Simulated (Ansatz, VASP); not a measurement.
**Pd in VASP and in Ansatz**

Contents of INCAR:

```
SYSTEM = Pd
PREC = Accurate
ENCUT = 520
EDIFF = 1E-6
ISMEAR = 0
SIGMA = 0.15
LREAL = .False.
LASPH = .True.
NELM = 80
ALGO = Normal
ISIF = 2
LWAVE = .False.
LCHARG = .False.
GGA = CA
NBANDS = 11
```

The input KPOINTS:

```
Automatic mesh
0
Gamma
  20 20 20
  0 0 0
```

Contents of POSCAR:

```
Pd
1.0
    0.0000000000      1.7893080000      1.9449000000
    1.7893080000      0.0000000000      1.9449000000
    1.7893080000      1.7893080000      0.0000000000
Pd
1
Direct
    0.0000000000      0.0000000000      0.0000000000
```

Input for Ansatz:

```yaml
crystal:
  lattice:
    - [0.0, 1.789308, 1.9449]
    - [1.789308, 0.0, 1.9449]
    - [1.789308, 1.789308, 0.0]
  atoms:
    - { symbol: Pd, position: [0.0, 0.0, 0.0] }
basis:
  ecutwfc: 420
kpoints:
  mp_grid: { grid: [20, 20, 20] }
hamiltonian:
  xc: lda
scf:
  occupations: { method: gaussian, width: 0.15 }
output:
  forces: true
  stress: true
  eigenvalues: true
```

Change from the starting cell: strain -0.080 along x and y, +0.000 along z, atoms carried along.

Alike in both runs: task single point; functional LDA; k mesh 20 × 20 × 20; occupations gaussian, width 0.15 eV; no spin polarisation.

|  | VASP | Ansatz |
| --- | --- | --- |
| version | VASP 6.6.1 | Ansatz 0.2.0 |
| potentials or method | VASP PAW LDA potentials, release 64 (Pd) | scalar-relativistic, plane waves, PAW |
| plane-wave cutoff (eV) | 520 | 420 |
| valence electrons in the cell | 10 | 18 |

```tsv
	VASP	Ansatz	Ansatz less VASP
gap on the k mesh at the Fermi level (eV)	none	none	-
pressure (GPa)	42.1	41.6	-0.44
largest component of the traceless stress (GPa)	7.95	8.05	+0.097
```

A gap of «none» marks a metal or a gap that the smearing closes. The two sets of potentials don't hold the same shells in valence.

Caveats: so large a pressure means that the cell lies far from this level's equilibrium, or that cutoff or potentials fall short (VASP).
